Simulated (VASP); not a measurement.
A run of VASP 6.6.1:

Contents of INCAR:

```
PREC = Accurate
ENCUT = 600
EDIFF = 1E-7
ISMEAR = 1
SIGMA = 0.1
LREAL = False
LASPH = True
NELM = 80
ALGO = Normal
ISIF = 3
LWAVE = False
LCHARG = False
GGA = PS
IBRION = 2
NSW = 90
EDIFFG = -0.005
KPAR = 4
```

File KPOINTS:

```
Automatic mesh
0
Gamma
  16 16 16
```

File POSCAR:

```
Ir                                      
1.0
   -0.0000000000      1.9172882887      1.9172882887
    1.9172882887      0.0000000000      1.9172882887
    1.9172882887      1.9172882887      0.0000000000
  Ir            
     1
Direct
     0.0000000000000000    0.0000000000000000    0.0000000000000000
```

Potentials or basis: VASP PAW PBE potentials, release 64 (Ir).

Run with:

```sh
$ cat potpaw_PBE.64/Ir/POTCAR > POTCAR
$ mpirun -np 4 vasp_std > vasp.out
```

Hardware: 4 MPI ranks on Intel(R) Xeon(R) Platinum 8488C (Sapphire Rapids), with other jobs on the host.

Q: How long does it take, and how much memory?

A: Wall time 4 s on 4 MPI ranks on Intel(R) Xeon(R) Platinum 8488C (Sapphire Rapids) (shared host), peak memory 0.15 GiB a rank. Counts: scf iterations 12, k points 145, ion steps 1.
